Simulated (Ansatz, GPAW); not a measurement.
# PtS₂ with PBE in single-zeta orbitals from a Python script

These are simulated results from GPAW 26.7.0, not measurements. The cell was built from a prototype and was relaxed with r2SCAN+rVV10 in plane waves (Ansatz 0.2.0). Not every such cell is a known phase. All runs are without spin polarisation.

The symmetry is R-3m (No. 166, trigonal); conventional cell a = 3.529 Å, c = 16.569 Å, 19.85 Å³ an atom. Pt is surrounded by 6 S at 2.39 Å; S is surrounded by 3 Pt at 2.39 Å.

The basis is minimal: single zeta, one radial function for each shell that the log's basis lists. It describes the filled bands fairly and the empty ones poorly.

Input script:

```python
import json
from ase import Atoms
from gpaw import GPAW, PW, FermiDirac

atoms = Atoms(['Pt', 'S', 'S'],
              cell=[[1.764443, 1.018702, 5.523046], [-1.764443, 1.018702, 5.523046], [-0.0, -2.037403, 5.523046]],
              scaled_positions=[[0.0, 0.0, 0.0], [0.258305, 0.258305, 0.258305], [0.741695, 0.741695, 0.741695]],
              pbc=True)
calc = GPAW(mode='lcao', basis='sz(dzp)', h=0.2, xc='PBE', kpts={'size': (6, 6, 6), 'gamma': True},
            occupations=FermiDirac(0.02), maxiter=100, legacy_gpaw=True, txt='gpaw.txt')
atoms.calc = calc
res = {'energy': atoms.get_potential_energy(force_consistent=True)}
res['electrons'] = calc.get_number_of_electrons()
res['k'] = calc.get_ibz_k_points().tolist()
res['levels'] = [calc.get_eigenvalues(kpt=i).tolist() for i in range(len(res['k']))]
points = [[0.0, 0.0, 0.0], [0.5, 0.5, 0.5], [0.810653, 0.189347, 0.5], [0.5, -0.189347, 0.189347], [0.5, 0.0, 0.0], [0.344673, -0.344673, 0.0], [0.655327, 0.0, 0.344673], [0.5, 0.0, 0.5], [0.192708, 0.192708, 0.367188], [0.0, 0.242188, -0.242188], [0.25, 0.25, -0.5]]
bands = calc.fixed_density(kpts=points, symmetry='off', txt='bands.txt')
res['points'] = [bands.get_eigenvalues(kpt=i).tolist() for i in range(len(points))]
json.dump(res, open('results.json', 'w'))
print('free energy (eV):', round(res['energy'], 5))
```

Command: `python run.py`. It took 29 s on 1 thread of Arm Neoverse V1, on a shared host, peak memory 0.15 GiB.

The log gpaw.txt, trimmed of paths, versions and times, then the last line on the terminal. An iter line gives the energy in eV and the logarithms of the changes of orbitals (plane waves alone) and density (c: converged):

```
___ ___ ___ _ _ _
 |   |   |_  | | | |

 | | | | | . | | | |

 |__ |  _|___|_____|  26.7.0
 |___|_|

Input parameters:
  basis: sz(dzp)
  h: 0.2
  kpts: {gamma: True,
         size: (6, 6, 6)}
  maxiter: 100
  mode: lcao
  occupations: {fixmagmom: False,
                name: fermi-dirac,
                width: 0.02}
  xc: PBE

System changes: positions, numbers, cell, pbc, initial_charges, initial_magmoms

Initialize ...

species:
  Pt:
    name:    Platinum
    Z:       78.0
    valence: 16
    core:    62
    charge:  0.0  # [|e|]
    compensation charges:
      type: gauss
      rc: 0.41  # [Å]
      lmax: 2
    cutoffs:
      filter: 2.26  # [Å]
      core: 2.26  # [Å]
    projectors
    | kind |    occ | energy [eV] | rcut [Å] |

    |------|--------|-------------|----------|

    |   6s |  1.000 |      -5.628 |    1.307 |

    |   5p |  6.000 |     -56.051 |    1.371 |

    |   6p |  0.000 |      -0.845 |    1.371 |

    |   5d |  9.000 |      -6.153 |    1.307 |

    |    s |        |      21.583 |    1.307 |

    |    d |        |      21.058 |    1.307 |

    LCAO basis set for Pt:
      Name: sz(dzp)
      Number of radial functions: 4
      Number of spherical harmonics: 12
        l=0, rc=8.5938 Bohr: 6s-sz confined orbital
        l=1, rc=3.5781 Bohr: 5p-sz confined orbital
        l=1, rc=13.6250 Bohr: 6p-sz confined orbital
        l=2, rc=6.0938 Bohr: 5d-sz confined orbital
      Number of RI-basis functions 0

  S:
    name:    Sulfur
    Z:       16.0
    valence: 6
    core:    10
    charge:  0.0  # [|e|]
    compensation charges:
      type: gauss
      rc: 0.24  # [Å]
      lmax: 2
    cutoffs:
      filter: 1.77  # [Å]
      core: 1.66  # [Å]
    projectors
    | kind |    occ | energy [eV] | rcut [Å] |

    |------|--------|-------------|----------|

    |   3s |  2.000 |     -17.254 |    0.974 |

    |   3p |  4.000 |      -7.008 |    0.979 |

    |    s |        |       9.957 |    0.974 |

    |    p |        |      20.203 |    0.979 |

    |    d |        |       0.000 |    0.900 |

    LCAO basis set for S:
      Name: sz(dzp)
      Number of radial functions: 2
      Number of spherical harmonics: 4
        l=0, rc=5.5156 Bohr: 3s-sz confined orbital
        l=1, rc=6.9375 Bohr: 3p-sz confined orbital
      Number of RI-basis functions 0

Reference energy: -522090.602563  # eV

Spin-paired calculation

Convergence criteria:
 Maximum [total energy] change in last 3 cyles: 0.0005 eV / valence electron
 Maximum integral of absolute [dens]ity change: 0.0001 electrons / valence electron
 Maximum integral of absolute [eigenst]ate change: 4e-08 eV^2 / valence electron
 Maximum number of scf [iter]ations: 100
 (Square brackets indicate name in SCF output, whereas a 'c' in
 the SCF output indicates the quantity has converged.)

Symmetries present (total): 4

  ( 1  0  0)  ( 0  1  0)  ( 0 -1  0)  (-1  0  0)
  ( 0  1  0)  ( 1  0  0)  (-1  0  0)  ( 0 -1  0)
  ( 0  0  1)  ( 0  0  1)  ( 0  0 -1)  ( 0  0 -1)

216 k-points: 6 x 6 x 6 Monkhorst-Pack grid + [1/12,1/12,1/12]
68 k-points in the irreducible part of the Brillouin zone
       k-points in crystal coordinates                weights
   0:     0.00000000    0.00000000    0.00000000          1/216
   1:     0.00000000    0.00000000    0.16666667          2/216
   2:     0.00000000    0.00000000    0.33333333          2/216
   3:     0.00000000    0.00000000    0.50000000          1/216
   4:     0.16666667   -0.16666667    0.00000000          2/216
   5:     0.16666667   -0.16666667    0.16666667          4/216
   6:     0.16666667   -0.16666667    0.33333333          4/216
   7:     0.16666667   -0.16666667    0.50000000          2/216
   8:     0.16666667    0.00000000   -0.33333333          4/216
   9:     0.16666667    0.00000000   -0.16666667          4/216
          ...
  67:     0.50000000    0.50000000    0.50000000          1/216

Wave functions: LCAO
  Diagonalizer: Serial LAPACK
  Atomic Correction: dense with blas
  Data-type: complex

Occupation numbers: Fermi-Dirac:
  width: 0.0200  # eV

Eigensolver
   LCAO using direct dense diagonalizer

Densities:
  Coarse grid: 16*16*16 grid
  Fine grid: 32*32*32 grid
  Total Charge: 0.000000

Density mixing:
  Method: separate
  Backend: msr1
  Linear mixing parameter: 0.05
  old densities: 10
  Width of damping distribution: 1.1
  Damping of long wavelength oscillations: 20

Hamiltonian:
  XC and Coulomb potentials evaluated on a 32*32*32 grid
  Using the PBE Exchange-Correlation functional
  Interpolation: tri-quintic (5. degree polynomial)
  Poisson solver: FastPoissonSolver using
    Stencil: 12*3+1=37 point O(h^6) finite-difference Laplacian
    FFT axes: [np.int64(0), np.int64(1), np.int64(2)]
    FST axes: []

XC parameters: PBE with 2 nearest neighbor stencil

Memory estimate:
  Process memory now: 111.62 MiB
  Calculator: 13.20 MiB
    Density: 7.12 MiB
      Arrays: 0.81 MiB
      Localized functions: 5.68 MiB
      Mixer: 0.62 MiB
    Hamiltonian: 0.93 MiB
      Arrays: 0.53 MiB
      XC: 0.00 MiB
      Poisson: 0.00 MiB
      vbar: 0.40 MiB
    Wavefunctions: 5.15 MiB
      C [qnM]: 0.42 MiB
      S, T [2 x qmm]: 0.83 MiB
      P [aqMi]: 0.06 MiB
      BasisFunctions: 3.85 MiB
      Eigensolver: 0.00 MiB

Total number of cores used: 1

Number of atoms: 3
Number of atomic orbitals: 20
Number of bands in calculation: 20
Number of valence electrons: 28
Bands to converge: occupied
Positions:
   0 Pt     0.000000    0.000000    0.000000    ( 0.0000,  0.0000,  0.0000)
   1 S      0.000000    0.000000    4.279891    ( 0.0000,  0.0000,  0.0000)
   2 S      0.000000    0.000001   12.289247    ( 0.0000,  0.0000,  0.0000)

Unit cell:
           periodic     x           y           z      points  spacing
  1. axis:    yes    1.764443    1.018702    5.523046    16     0.1878
  2. axis:    yes   -1.764443    1.018702    5.523046    16     0.1878
  3. axis:    yes   -0.000000   -2.037403    5.523046    16     0.1878

  Lengths:   5.886854   5.886854   5.886854
  Angles:   34.882291  34.882291  34.882289

Effective grid spacing dv^(1/3) = 0.2441

iter:   1   -12.104969        c
iter:   2   -11.736565        c -1.33
iter:   3   -10.790700        c -1.37
iter:   4   -10.721491        c -1.73
iter:   5   -10.718901        c -2.56
iter:   6   -10.718549c       c -2.92
iter:   7   -10.718530c       c -3.65
iter:   8   -10.718529c       c -4.16c

Converged after 8 iterations.

Energy contributions relative to reference atoms: (reference = -522090.602563)

Kinetic:        +17.922761
Potential:      -17.924889
External:        +0.000000
XC:             -13.181825
Entropy (-ST):   -0.000000
Local:           +2.465425
SIC:             +0.000000
--------------------------
Free energy:    -10.718529
Extrapolated:   -10.718529

Showing only first 2 kpts
 Kpt  Band  Eigenvalues  Occupancy
  0    12      5.20173    2.00000
  0    13      5.83755    2.00000
  0    14      8.75532    0.00000
  0    15      8.75532    0.00000

  1    12      5.27715    2.00000
  1    13      5.89526    2.00000
  1    14      7.75850    0.00000
  1    15      8.42198    0.00000

Fermi level: 6.88976

Gap: 1.311 eV
Transition (v -> c):
  (s=0, k=39, n=13, [0.33, 0.17, 0.17]) -> (s=0, k=55, n=14, [0.50, 0.17, 0.17])
Direct/indirect transitions are different
Direct gap: 1.652 eV
Transition at: (s=0, k=39, n=13, [0.33, 0.17, 0.17])

free energy (eV): -10.71853
```

The gap in the log is over the mesh alone; results.json adds the listed points. PBE in single-zeta orbitals gives a gap of 1.12 eV. On the same cell, plane-wave PBE (Ansatz, 8×8×8 k points and the special points) gives a gap of 1.01 eV and r2SCAN a gap of 1.18 eV; on shared hosts these took about 4.7 and 13 core-seconds on the 3-atom cell, against 29 for the script. Spin-orbit coupling, left out in all these runs, can cut or reorder the gap by tenths of an eV, up to about 1 eV with Pb or Bi.

Spin-orbit coupling is left out, which matters wherever the heavy atoms make up the band edges.
